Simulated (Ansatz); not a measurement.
# ZnSe: the cost of one run

Method: DFT PBE, scalar-relativistic, plane waves, PAW, in Ansatz 0.2.0.

1 further run of the same task is left out (set aside as unsound or not needed).

**1. The starting structure**

It takes space group F-43m (No. 216, cubic). Conventional cell: a = 5.732 Å, b = 5.732 Å, c = 5.732 Å, α = 90.00°, β = 90.00°, γ = 90.00°. Around Zn (site symmetry -43m) lie 4 Se at 2.48 Å. Se (site symmetry -43m) has 4 Zn at 2.48 Å as nearest neighbours.

Structure file:

```
Zn Se
1.0
     0.00000    2.86592    2.86592
     2.86592    0.00000    2.86592
     2.86592    2.86592    0.00000
Zn Se
1 1
Cartesian
  0.0000 0.0000 0.0000
  4.2989 4.2989 4.2989
```

It is the result of an earlier relaxation at this level (volume 23.54 Å³/atom; gap on the mesh: 1.15 eV).

**2. The reference: the undisturbed cell on the scan's mesh**

input.yaml reads:

```yaml
crystal:
  lattice:
    - [0.0, 2.8659201431, 2.8659201431]
    - [2.8659201431, 0.0, 2.8659201431]
    - [2.8659201431, 2.8659201431, 0.0]
  atoms:
    - { symbol: Zn, position: [0.0, 0.0, 0.0] }
    - { symbol: Se, position: [0.75, 0.75, 0.75] }
basis:
  ecutwfc: 420
kpoints:
  mp_grid: { grid: [8, 8, 8] }
hamiltonian:
  xc: pbe
scf:
  occupations: { method: gaussian, width: 0.05 }
output:
  forces: true
  stress: true
  eigenvalues: true
```

The run is started by

```
ansatz run input.yaml --threads 2 --pin off --max-ram 5120MiB --backend cpu --events-out ev --progress --plain --runs-dir out
```

**Question.** How long does this run take on 2 threads of Intel Xeon at 2.50GHz (Skylake/Cascade Lake), shared host, and how much memory does it need?

About 3.4 s, with a peak of 0.35 GiB.
